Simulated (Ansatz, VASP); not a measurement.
N: VASP beside Ansatz

```xyz
1
Lattice="0.0000 1.6088 1.5622 1.5622 0.0000 1.5622 1.5622 1.6088 0.0000" Properties=species:S:1:pos:R:3 pbc="T T T"
N     0.0000    0.0000    0.0000
```

Alike in both runs: task single point; functional PBE; k mesh 20 × 20 × 20; occupations gaussian, width 0.1 eV; no spin polarisation.

|  | VASP | Ansatz |
| --- | --- | --- |
| version | VASP 6.6.1 | Ansatz 0.2.0 |
| potentials or method | VASP PAW PBE potentials, release 64 (N) | scalar-relativistic, plane waves, PAW |
| plane-wave cutoff (eV) | 520 | 420 |
| valence electrons in the cell | 5 | 5 |

|  | VASP | Ansatz | Ansatz less VASP |
| --- | --- | --- | --- |
| gap on the k mesh at the Fermi level (eV) | none | none | - |
| pressure (GPa) | -5.7 | -5.5 | +0.19 |
| largest component of the traceless stress (GPa) | 6.85 | 6.89 | +0.032 |

A gap of «none» marks a metal or a gap that the smearing closes.
